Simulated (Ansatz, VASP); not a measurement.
MgI2: VASP beside Ansatz

```
Mg I
1.0
     4.09139    0.00000    0.00000
    -2.04570    3.54325    0.00000
     0.00000    0.00000    7.06786
Mg I
1 2
Direct
  0.00000 0.00000 0.00000
  0.33333 0.66667 0.75763
  0.66667 0.33333 0.24237
```

Change from the starting cell: strain -0.015 along x and y, +0.030 along z, atoms carried along.

Alike in both runs: task single point; functional PBE; k mesh 6 × 6 × 4; occupations gaussian, width 0.05 eV; no spin polarisation.

|  | VASP | Ansatz |
| --- | --- | --- |
| version | VASP 6.6.1 | Ansatz 0.2.0 |
| potentials or method | VASP PAW PBE potentials, release 64 (Mg, I) | scalar-relativistic, plane waves, PAW |
| plane-wave cutoff (eV) | 520 | 420 |
| valence electrons in the cell | 16 | 44 |

```tsv
	VASP	Ansatz	Ansatz less VASP
gap on the k mesh at the Fermi level (eV)	3.48	3.50	+0.017
least direct gap on the mesh (eV)	3.73	3.74	+0.014
pressure (GPa)	1.3	1.3	+0.06
largest component of the traceless stress (GPa)	0.79	0.80	+0.006
rms of the force components (eV/Å)	0.042	0.037	-0.0047
```

Atom by atom the forces differ by 0.005 eV/Å (rms over components). The two sets of potentials don't hold the same shells in valence.

Caveats: spin-orbit coupling is left out, which moves the levels of the heavy elements; this functional lacks dispersion, which binds the layers, so the pressure and a relaxed spacing across them are unreliable. A k mesh can miss the band edges.
